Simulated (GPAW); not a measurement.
Runs of GPAW 26.7.0 on AlPt. It takes space group Pm-3m (No. 221, cubic). Conventional cell: a = 3.092 Å, b = 3.092 Å, c = 3.092 Å, α = 90.00°, β = 90.00°, γ = 90.00°. Pt (site symmetry m-3m) has 8 Al at 2.68 Å as nearest neighbours. Around Al (site symmetry m-3m) lie 8 Pt at 2.68 Å. Measurements of this composition are mostly on another form, of space group No. 198.

```tsv
task	level	potentials or basis	cell	optimizer	fmax	max steps	convergence	band path	gap on the mesh (eV)	pressure (GPa)	V0 of scaled cells (Å³/atom)	relaxed volume (Å³/atom)	B0 (GPa)
equation of state	PBEsol	PAW data sets generated in the run's folder for this functional, pw	as given	-	-	-	-	-	-	-	14.37	-	201
relaxation of cell and atoms	PBEsol+D3(BJ)+ATM	PAW data sets generated in the run's folder for this functional, pw	relaxed	BFGS	0.02 eV/Å	60	density=1e-05 forces=0.0001	-	none	0.0	-	(a)	-
relaxation of cell and atoms	PBEsol+D3(BJ)	PAW data sets generated in the run's folder for this functional, pw	relaxed	BFGS	0.02 eV/Å	60	density=1e-05 forces=0.0001	-	none	0.0	-	13.94	-
equation of state	LDA	the program's PAW data sets (release 1.2.1) made for this functional, pw	as given	-	-	-	-	-	-	-	14.06	-	212
band structure	PBEsol	PAW data sets generated in the run's folder for this functional, pw	as given	-	-	-	-	GXMGRX,MR	-	(b)	-	-	-
```

Alike in all rows: no spin polarisation; k mesh 9 × 9 × 9; cutoff (eV) 600; smearing fermi-dirac 0.05 eV.

Q: Fill in the values left out.

A: (a) 14.04; (b) -5.2.

Caveats: later steps reuse the first step's grids (some runs); pairwise dispersion overbinds metals, which lowers pressure and volume (some runs).

A k mesh can miss the band edges, and the runs leave out spin-orbit coupling on Pt.

A gap of «none» marks a metal or a gap under the smearing width.

Not every run made on this cell is shown here.
